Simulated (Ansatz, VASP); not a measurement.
**In3Se: VASP beside Ansatz**

INCAR

```
PREC = Accurate ; ENCUT = 520
EDIFF = 1E-6 ; ISMEAR = 0
SIGMA = 0.1 ; LREAL = False
LASPH = True ; NELM = 80
ALGO = Normal ; ISIF = 2
LWAVE = False ; LCHARG = True
GGA = PS ; LELF = True
LVHAR = True ; NBANDS = 30
```

The input KPOINTS:

```
regular mesh
0
Gamma
  6 6 6
```

Contents of POSCAR:

```
In3Se
1.0
    4.8037580000      0.0000000000      0.0000000000
    0.0000000000      4.8037580000      0.0000000000
    0.0000000000      0.0000000000      4.8037580000
In Se
3 1
Direct
    0.0000000000      0.5000000000      0.5000000000
    0.5000000000      0.0000000000      0.5000000000
    0.5000000000      0.5000000000      0.0000000000
    0.0000000000      0.0000000000      0.0000000000
```

Input for Ansatz:

```yaml
crystal:
  lattice:
    - [4.803758, 0.0, 0.0]
    - [0.0, 4.803758, 0.0]
    - [0.0, 0.0, 4.803758]
  atoms:
    - { symbol: In, position: [0.0, 0.5, 0.5] }
    - { symbol: In, position: [0.5, 0.0, 0.5] }
    - { symbol: In, position: [0.5, 0.5, 0.0] }
    - { symbol: Se, position: [0.0, 0.0, 0.0] }
basis:
  ecutwfc: 420
kpoints:
  mp_grid: { grid: [6, 6, 6] }
hamiltonian:
  xc: pbesol
scf:
  occupations: { method: gaussian, width: 0.1 }
output:
  forces: true
  stress: true
  eigenvalues: true
```

Alike in both runs: task single point; functional PBEsol; k mesh 6 × 6 × 6; occupations gaussian, width 0.1 eV; no spin polarisation.

|  | VASP | Ansatz |
| --- | --- | --- |
| version | VASP 6.6.1 | Ansatz 0.2.0 |
| potentials or method | VASP PAW PBE potentials, release 64 (In_d, Se) | scalar-relativistic, plane waves, PAW |
| plane-wave cutoff (eV) | 520 | 420 |
| valence electrons in the cell | 45 | 55 |

```csv
,VASP,Ansatz,Ansatz less VASP
gap on the k mesh at the Fermi level (eV),none,none,-
pressure (GPa),-3.0,-3.0,+0.03
```

A gap of «none» marks a metal or a gap that the smearing closes. The two sets of potentials don't hold the same shells in valence.

Caveats: the PAW data sets were made with another functional, which shifts forces and pressure a little (VASP).
